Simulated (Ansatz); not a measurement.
Ta2N:

```xyz
3
Lattice="3.1129 0.0000 0.0000 -1.5564 2.6958 0.0000 0.0000 0.0000 4.8698" Properties=species:S:1:pos:R:3 pbc="T T T"
Ta    0.0000    1.7972    1.2404
Ta    1.5564    0.8986    3.6294
N     0.0000    0.0000    0.0000
```

The cell comes from a database or a generator and needn't be the stable form of this composition.

- Program: Ansatz 0.2.0
- Task: relaxation of cell and atoms
- Functional: RPBE
- Dispersion: D4
- Potentials or basis: Ansatz PAW
- Cutoff: 420 eV (not typed: the program's choice for these potentials)
- k mesh: 10 × 10 × 6
- Occupations: fermi-dirac, width 0.05 eV
- Spin: no spin polarisation

At the start: volume 13.62 Å³/atom.

Where does the relaxation end?

It ends after 5 steps and the volume is 13.40 Å³/atom (-1.6 %); space group P-3m1 (No. 164, to 0.05 Å).

The path:
```csv
step,energy change (eV),largest force (eV/Å),volume (Å³)
1,0.0000,0.0692,40.87
2,-0.0113,0.0094,40.33
3,-0.0121,0.0025,40.19
4,-0.0121,0.0016,40.21
5,-0.0111,0.0018,40.21
```

Final structure:
```yaml
crystal:
  lattice:
    - [3.08340, 0.00000, 0.00000]
    - [-1.54170, 2.67030, 0.00000]
    - [0.00000, 0.00000, 4.88333]
  atoms:
    - { symbol: Ta, position: [0.33333, 0.66667, 0.25658] }
    - { symbol: Ta, position: [0.66667, 0.33333, 0.74342] }
    - { symbol: N, position: [0.00000, 0.00000, 0.00000] }
```

Caveat: the plane-wave basis is chosen anew once the cell has moved, so the energies of steps on either side of that aren't comparable; pairwise dispersion overbinds metals, which lowers pressure and volume; the PAW data sets come from PBE, with cores solved anew for the run's functional, which leaves a small shift of forces and pressure.
